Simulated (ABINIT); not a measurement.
A run of ABINIT 10.8.3 (patched build):

The input run.abi:

```
# Datasets: one volume each
ndtset 7
getwfk -1
scalecart1 3*0.9795861087
scalecart2 3*0.9864848297
scalecart3 3*0.9932883884
scalecart4 3*1.0000000000
scalecart5 3*1.0066227096
scalecart6 3*1.0131594038
scalecart7 3*1.0196128224

# Pseudopotentials
pp_dirpath "./"
pseudos "Al.GGA_PBE-JTH.xml, N.GGA_PBE-JTH.xml"

# Structure
acell 3*1.0 Angstrom
rprim
     0.0000000000     2.1839935596     2.1839935596
     2.1839935596     0.0000000000     2.1839935596
     2.1839935596     2.1839935596     0.0000000000
ntypat 2
znucl 13 7
natom 2
typat 1 2
xred
     0.0000000000     0.0000000000     0.0000000000
     0.2500000000     0.2500000000     0.2500000000

# Plane-wave basis
ecut 25.0
pawecutdg 47.0

# k points
kptopt 1
ngkpt 10 10 10
nshiftk 1
shiftk 0.0 0.0 0.0

# Exchange and correlation
ixc -109134

# Bands and occupations
nband 8
occopt 3
tsmear 0.00183747

# SCF cycle
nstep 100
tolvrs 1.0e-9

# Output
iomode 3
prtwf 1
prtden 0
prteig 0
prtebands 0
```

Potentials or basis: JTH PAW PBE v2.0.

Launch:

```console
$ abinit run.abi > log 2>&1
```

Hardware: 1 thread of Arm Neoverse V1, with other jobs on the host.

Q: How long does it take, and how much memory?

A: It took 86 s on 1 thread of Arm Neoverse V1, on a shared host, peak memory 0.13 GiB. Counts: scf iterations 63, k points 47, bands 8, plane waves 804.
